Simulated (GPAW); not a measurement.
Ti3S4 and the effect of the functional

```yaml
crystal:
  lattice:
    - [3.44438, 0.00000, 0.00000]
    - [-1.72219, 2.98292, 0.00000]
    - [0.00000, 0.00000, 11.81220]
  atoms:
    - { symbol: Ti, position: [0.66667, 0.33333, 0.87720] }
    - { symbol: Ti, position: [0.33333, 0.66667, 0.11136] }
    - { symbol: Ti, position: [0.33333, 0.66667, 0.38489] }
    - { symbol: S, position: [0.00000, 0.00000, 0.00034] }
    - { symbol: S, position: [0.00000, 0.00000, 0.50145] }
    - { symbol: S, position: [0.33333, 0.66667, 0.75884] }
    - { symbol: S, position: [0.66667, 0.33333, 0.25091] }
```

The cell comes from a database or a generator and needn't be the stable form of this composition.

Kept alike: task band structure; k mesh 6 × 6 × 2; occupations fermi-dirac, width 0.05 eV; no spin polarisation. Program: GPAW, potentials by row: the program's PAW data sets (release 1.2.1) made for this functional (LDA); PAW data sets generated for this functional (PBEsol); GPAW PAW data sets (gpaw-data 1.2.1) (r2SCAN on files made for PBE), cutoff 600 eV. The mesh is that of the run's cell of 7 atoms. No spin-orbit coupling.

| functional | pressure (GPa) |
| --- | --- |
| LDA | -7.83 |
| PBEsol | -4.78 |
| r2SCAN | -1.11 |

Pressure is positive in compression; the values hold the error of the finite cutoff, so their zero can differ a little from the energy's minimum. For a metal such a mesh leaves the last digits unconverged.

Question: What does the functional change here?

Answer: The pressure runs from -7.83 (LDA) to -1.11 GPa (r2SCAN).
